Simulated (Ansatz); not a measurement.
# Band table of Y (omega type)

```
CELL_PARAMETERS angstrom
5.64788 0.00000 0.00000
-2.82394 4.89121 0.00000
0.00000 0.00000 3.52850
ATOMIC_POSITIONS crystal
Y 0.00000 0.00000 0.00000
Y 0.33333 0.66667 0.50000
Y 0.66667 0.33333 0.50000
```

The cell comes from a relaxation on PAW files under the same functional, begun from a prototype that needn't be the stable phase.

Level of theory: DFT with PBE, scalar-relativistic, in Ansatz 0.2.0; a Γ-centred 6×6×9 k mesh, Fermi–Dirac smearing of 0.08 eV, no spin polarisation. LAPW: all electrons, basis error target 1 meV/atom.

Path points, in fractions of the reciprocal vectors: Γ (0.000, 0.000, 0.000), M (0.500, 0.000, 0.000), K (0.333, 0.333, 0.000), A (0.000, 0.000, 0.500), L (0.500, 0.000, 0.500), H (0.333, 0.333, 0.500). Levels in eV from the Fermi level; bands 19 to 36, counted from the lowest band of the run. The gap is zero, the pressure 0.01 GPa.

```
# k(1/Å) point b19 b20 b21 b22 b23 b24 b25 b26 b27 b28 b29 b30 b31 b32 b33 b34 b35 b36
0.000 Γ -22.84 -22.84 -22.63 -22.63 -22.49 -22.36 -22.30 -22.29 -22.29 -4.59 -1.00 0.07 0.07 0.12 0.12 0.48 1.74 2.40
0.092 - -22.85 -22.84 -22.62 -22.62 -22.49 -22.36 -22.30 -22.30 -22.29 -4.55 -1.01 -0.15 0.01 0.03 0.22 0.68 1.76 2.34
0.184 - -22.87 -22.85 -22.60 -22.59 -22.48 -22.36 -22.33 -22.30 -22.30 -4.41 -1.07 -0.51 -0.11 -0.02 0.37 0.92 1.79 2.18
0.275 - -22.90 -22.84 -22.56 -22.55 -22.47 -22.38 -22.37 -22.30 -22.30 -4.19 -1.23 -0.88 -0.17 0.00 0.54 1.05 1.76 1.93
0.367 - -22.92 -22.82 -22.53 -22.51 -22.46 -22.44 -22.37 -22.31 -22.31 -3.90 -1.49 -1.25 -0.09 0.07 0.72 1.07 1.65 1.69
0.459 - -22.94 -22.79 -22.52 -22.50 -22.46 -22.45 -22.38 -22.33 -22.31 -3.54 -1.82 -1.56 0.09 0.18 0.87 0.97 1.36 1.60
0.551 - -22.95 -22.76 -22.58 -22.47 -22.44 -22.43 -22.39 -22.34 -22.32 -3.14 -2.25 -1.72 0.31 0.31 0.79 0.98 1.12 1.53
0.642 M -22.95 -22.73 -22.61 -22.47 -22.43 -22.43 -22.40 -22.34 -22.32 -2.73 -2.66 -1.77 0.39 0.54 0.58 0.98 1.05 1.51
0.695 - -22.95 -22.74 -22.61 -22.46 -22.43 -22.43 -22.40 -22.34 -22.32 -2.73 -2.66 -1.78 0.39 0.55 0.58 0.98 1.03 1.50
0.748 - -22.95 -22.74 -22.62 -22.46 -22.43 -22.43 -22.40 -22.33 -22.32 -2.71 -2.64 -1.81 0.41 0.56 0.60 0.97 0.97 1.48
0.801 - -22.94 -22.75 -22.63 -22.45 -22.44 -22.42 -22.40 -22.33 -22.32 -2.69 -2.60 -1.86 0.44 0.58 0.61 0.92 0.97 1.44
0.854 - -22.92 -22.75 -22.65 -22.45 -22.44 -22.42 -22.40 -22.32 -22.32 -2.65 -2.55 -1.94 0.48 0.59 0.60 0.91 0.96 1.37
0.907 - -22.91 -22.75 -22.68 -22.44 -22.43 -22.42 -22.40 -22.32 -22.32 -2.60 -2.49 -2.04 0.51 0.56 0.62 0.94 0.95 1.28
0.960 - -22.90 -22.74 -22.70 -22.44 -22.43 -22.41 -22.41 -22.33 -22.32 -2.55 -2.41 -2.18 0.50 0.59 0.63 0.96 0.98 1.18
1.013 K -22.90 -22.72 -22.72 -22.43 -22.43 -22.41 -22.41 -22.33 -22.32 -2.51 -2.31 -2.31 0.49 0.62 0.62 0.99 0.99 1.12
1.119 - -22.91 -22.77 -22.66 -22.44 -22.44 -22.42 -22.40 -22.32 -22.32 -2.81 -2.23 -2.08 0.49 0.54 0.57 0.96 1.08 1.23
1.225 - -22.91 -22.81 -22.58 -22.46 -22.46 -22.44 -22.39 -22.32 -22.32 -3.25 -1.97 -1.79 0.25 0.43 0.55 1.15 1.17 1.39
1.331 - -22.91 -22.83 -22.51 -22.49 -22.47 -22.45 -22.38 -22.31 -22.31 -3.69 -1.66 -1.44 0.00 0.32 0.49 1.21 1.45 1.57
1.437 - -22.90 -22.85 -22.54 -22.54 -22.47 -22.41 -22.37 -22.31 -22.31 -4.07 -1.34 -1.05 -0.17 0.22 0.39 1.17 1.71 1.80
1.543 - -22.88 -22.85 -22.58 -22.58 -22.48 -22.36 -22.35 -22.30 -22.30 -4.35 -1.10 -0.62 -0.20 0.15 0.29 1.00 1.78 2.10
1.649 - -22.85 -22.84 -22.62 -22.62 -22.49 -22.36 -22.31 -22.30 -22.29 -4.53 -1.01 -0.20 -0.07 0.11 0.20 0.72 1.77 2.32
1.755 Γ -22.84 -22.84 -22.63 -22.63 -22.49 -22.36 -22.30 -22.29 -22.29 -4.59 -1.00 0.07 0.07 0.12 0.12 0.48 1.74 2.40
1.882 - -22.84 -22.84 -22.63 -22.63 -22.51 -22.37 -22.32 -22.29 -22.29 -4.51 -0.91 0.03 0.03 0.06 0.06 0.62 1.84 2.30
2.009 - -22.83 -22.83 -22.61 -22.61 -22.55 -22.42 -22.37 -22.30 -22.30 -4.26 -0.68 -0.12 -0.12 -0.07 -0.07 1.03 2.11 2.16
2.136 - -22.82 -22.82 -22.62 -22.59 -22.59 -22.48 -22.44 -22.31 -22.31 -3.86 -0.41 -0.37 -0.37 -0.21 -0.21 1.70 2.09 2.09
2.264 - -22.81 -22.81 -22.69 -22.56 -22.56 -22.55 -22.53 -22.32 -22.32 -3.35 -0.64 -0.64 -0.37 -0.37 -0.26 2.07 2.07 2.15
2.391 - -22.80 -22.80 -22.76 -22.62 -22.60 -22.54 -22.54 -22.33 -22.33 -2.75 -0.86 -0.86 -0.52 -0.52 -0.38 1.92 1.92 2.09
2.518 - -22.80 -22.80 -22.80 -22.66 -22.65 -22.51 -22.51 -22.35 -22.35 -2.14 -1.01 -1.01 -0.75 -0.61 -0.61 1.77 1.77 2.10
2.645 A -22.82 -22.80 -22.80 -22.68 -22.67 -22.50 -22.50 -22.35 -22.35 -1.72 -1.09 -1.06 -1.06 -0.65 -0.65 1.72 1.72 2.11
2.737 - -22.82 -22.80 -22.79 -22.68 -22.67 -22.50 -22.50 -22.35 -22.35 -1.73 -1.12 -1.05 -1.03 -0.63 -0.60 1.71 1.73 2.08
2.829 - -22.82 -22.80 -22.78 -22.68 -22.67 -22.50 -22.49 -22.36 -22.34 -1.73 -1.19 -1.02 -0.93 -0.58 -0.48 1.66 1.76 1.97
2.920 - -22.83 -22.81 -22.78 -22.69 -22.67 -22.50 -22.48 -22.37 -22.33 -1.70 -1.29 -0.96 -0.76 -0.50 -0.31 1.59 1.76 1.78
3.012 - -22.83 -22.82 -22.79 -22.70 -22.64 -22.50 -22.47 -22.38 -22.33 -1.63 -1.39 -0.90 -0.55 -0.41 -0.15 1.47 1.50 1.77
3.104 - -22.83 -22.83 -22.80 -22.71 -22.60 -22.50 -22.46 -22.41 -22.32 -1.53 -1.49 -0.84 -0.33 -0.32 -0.02 1.18 1.42 1.73
3.196 - -22.83 -22.83 -22.82 -22.72 -22.56 -22.51 -22.45 -22.44 -22.31 -1.55 -1.43 -0.79 -0.26 -0.14 0.03 0.97 1.36 1.67
3.287 L -22.84 -22.83 -22.82 -22.72 -22.54 -22.51 -22.46 -22.44 -22.31 -1.57 -1.39 -0.78 -0.24 -0.06 0.04 0.89 1.34 1.63
3.340 - -22.86 -22.83 -22.80 -22.73 -22.54 -22.50 -22.47 -22.45 -22.31 -1.58 -1.37 -0.76 -0.26 -0.07 0.06 0.86 1.35 1.64
3.393 - -22.88 -22.82 -22.76 -22.73 -22.54 -22.50 -22.48 -22.45 -22.30 -1.60 -1.33 -0.72 -0.29 -0.10 0.08 0.79 1.39 1.65
3.446 - -22.90 -22.82 -22.74 -22.73 -22.54 -22.49 -22.49 -22.45 -22.30 -1.62 -1.26 -0.65 -0.33 -0.13 0.05 0.76 1.45 1.67
3.499 - -22.91 -22.81 -22.75 -22.69 -22.55 -22.51 -22.49 -22.45 -22.30 -1.65 -1.16 -0.57 -0.38 -0.18 -0.03 0.81 1.53 1.69
3.552 - -22.93 -22.81 -22.76 -22.65 -22.56 -22.53 -22.48 -22.46 -22.29 -1.68 -1.03 -0.49 -0.45 -0.23 -0.13 0.95 1.60 1.71
3.605 - -22.93 -22.80 -22.77 -22.62 -22.57 -22.55 -22.47 -22.46 -22.29 -1.69 -0.89 -0.57 -0.41 -0.29 -0.18 1.12 1.57 1.66
3.658 H -22.93 -22.79 -22.79 -22.58 -22.58 -22.58 -22.47 -22.47 -22.29 -1.70 -0.73 -0.73 -0.34 -0.34 -0.20 1.33 1.33 1.70
3.764 - -22.93 -22.81 -22.76 -22.63 -22.61 -22.51 -22.48 -22.46 -22.29 -1.68 -1.06 -0.46 -0.41 -0.28 -0.17 0.98 1.65 1.69
3.870 - -22.90 -22.82 -22.74 -22.67 -22.63 -22.49 -22.46 -22.45 -22.30 -1.60 -1.34 -0.59 -0.35 -0.23 -0.14 0.93 1.63 1.64
3.976 - -22.87 -22.83 -22.72 -22.72 -22.66 -22.50 -22.47 -22.41 -22.31 -1.54 -1.49 -0.73 -0.52 -0.30 -0.16 1.21 1.60 1.68
4.082 - -22.84 -22.83 -22.75 -22.70 -22.67 -22.50 -22.48 -22.38 -22.33 -1.67 -1.36 -0.86 -0.73 -0.44 -0.27 1.60 1.61 1.74
4.188 - -22.82 -22.81 -22.78 -22.69 -22.68 -22.50 -22.49 -22.36 -22.34 -1.72 -1.22 -0.97 -0.91 -0.55 -0.43 1.65 1.75 1.91
4.294 - -22.82 -22.80 -22.79 -22.68 -22.67 -22.50 -22.50 -22.35 -22.35 -1.73 -1.13 -1.04 -1.03 -0.62 -0.59 1.70 1.74 2.07
4.400 A -22.82 -22.80 -22.80 -22.68 -22.67 -22.50 -22.50 -22.35 -22.35 -1.72 -1.09 -1.06 -1.06 -0.65 -0.65 1.72 1.72 2.11
```
